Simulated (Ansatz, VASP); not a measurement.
# Two plane-wave programs on Ni

INCAR

```
PREC = Accurate ; ENCUT = 520
EDIFF = 1E-8 ; ISMEAR = -1
SIGMA = 0.05 ; LREAL = False
LASPH = True ; NELM = 150
ALGO = Normal ; ISIF = 2
LWAVE = False ; LCHARG = False
ISPIN = 2 ; MAGMOM = 1.5
LORBIT = 11 ; LMAXMIX = 4
GGA = PE ; LEFG = True
NBANDS = 15
```

KPOINTS

```
Automatic mesh
0
Gamma
  18 18 18
```

POSCAR

```
Ni
1.0
    0.0000000000      1.7440558547      1.7440558547
    1.7440558547      0.0000000000      1.7440558547
    1.7440558547      1.7440558547      0.0000000000
Ni
1
Direct
    0.0000000000      0.0000000000      0.0000000000
```

Input for Ansatz:

```yaml
crystal:
  lattice:
    - [0.0, 1.7440558547, 1.7440558547]
    - [1.7440558547, 0.0, 1.7440558547]
    - [1.7440558547, 1.7440558547, 0.0]
  atoms:
    - { symbol: Ni, position: [0.0, 0.0, 0.0], spin: 1.5 }
magnetization:
  spin_polarized: true
kpoints:
  mp_grid: { grid: [18, 18, 18] }
scf:
  occupations: { method: fermi_dirac, width: 0.05 }
hamiltonian:
  xc: pbe
  pseudopotentials: { kind: paw }
output:
  forces: true
  stress: true
  eigenvalues: true
  efg: { contact_densities: true }
```

Change from the starting cell: volume scaled by 0.96, PAW files.

Alike in both runs: task electric field gradients; functional PBE; k mesh 18 × 18 × 18; occupations fermi-dirac, width 0.05 eV; collinear spin.

|  | VASP | Ansatz |
| --- | --- | --- |
| version | VASP 6.6.1 | Ansatz 0.2.0 |
| potentials or method | VASP PAW PBE potentials, release 64 (Ni) | PAW with Ansatz's default frozen-core files, scalar-relativistic |
| plane-wave cutoff (eV) | 520 | 420 |
| valence electrons in the cell | 10 | 18 |

Ansatz gave:

- pressure (GPa): 5.5
- net moment per atom (μB): 0.62
- size of the moment on the site where the two differ most (μB): 0.66
- Vzz of the field gradient on the site that differs most (V/Å²): 0.0

**Question.** Which values does VASP return?

**Answer.** Pressure (GPa): 5.3; net moment per atom (μB): 0.61; size of the moment on the site where the two differ most (μB): 0.62; Vzz of the field gradient on the site that differs most (V/Å²): 0.0.

Site moments also hang on the region over which each program counts them. The two sets of potentials don't hold the same shells in valence.
